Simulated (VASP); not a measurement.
Input of a VASP 6.6.1 run:

File INCAR:

```
SYSTEM = Bi2Te3
ALGO = Normal
EDIFF = 1E-6
EDIFFG = -0.01
ENCUT = 600
GGA = PS
IBRION = 2
ISIF = 3
ISMEAR = 0
KPAR = 4
LASPH = .TRUE.
LCHARG = .FALSE.
LREAL = .FALSE.
LWAVE = .FALSE.
NELM = 80
NSW = 90
PREC = Accurate
SIGMA = 0.03
```

Contents of KPOINTS:

```
k-points
0
G
  9 9 7
  0 0 0
```

POSCAR

```
Bi2Te3
1.0
    2.1930000000      1.2661291403     10.1656666667
   -2.1930000000      1.2661291403     10.1656666667
    0.0000000000     -2.5322582807     10.1656666667
Bi Te
2 3
Direct
    0.4000000000      0.4000000000      0.4000000000
    0.6000000000      0.6000000000      0.6000000000
    0.0000000000      0.0000000000      0.0000000000
    0.2095000000      0.2095000000      0.2095000000
    0.7905000000      0.7905000000      0.7905000000
```

Potentials or basis: VASP PAW PBE potentials, release 64 (Bi_d, Te).

Command:

```bash
$ cat potpaw_PBE.64/Bi_d/POTCAR potpaw_PBE.64/Te/POTCAR > POTCAR
$ mpirun -np 4 vasp_std > vasp.out
```

Task: What does it give for the band gap on the k mesh?

Result: 0.20 eV, direct.

Task: Predict the relaxed cell.

Result: a = 10.400 Å, b = 10.400 Å, c = 10.400 Å, α = 24.33°, β = 24.33°, γ = 24.33°.

Forces on the atoms (eV/Å):
```
Bi   0.000  0.000 -0.008
Bi   0.000  0.000  0.008
Te   0.000  0.000  0.000
Te   0.000  0.000  0.004
Te   0.000  0.000 -0.004
```

Caveat: the PAW data sets were made with another functional, which shifts forces and pressure a little; spin-orbit coupling is left out, which as a rule narrows the gap of such compounds by several tenths of an eV; an odd mesh through Γ misses points on the zone boundary, where band edges often lie.
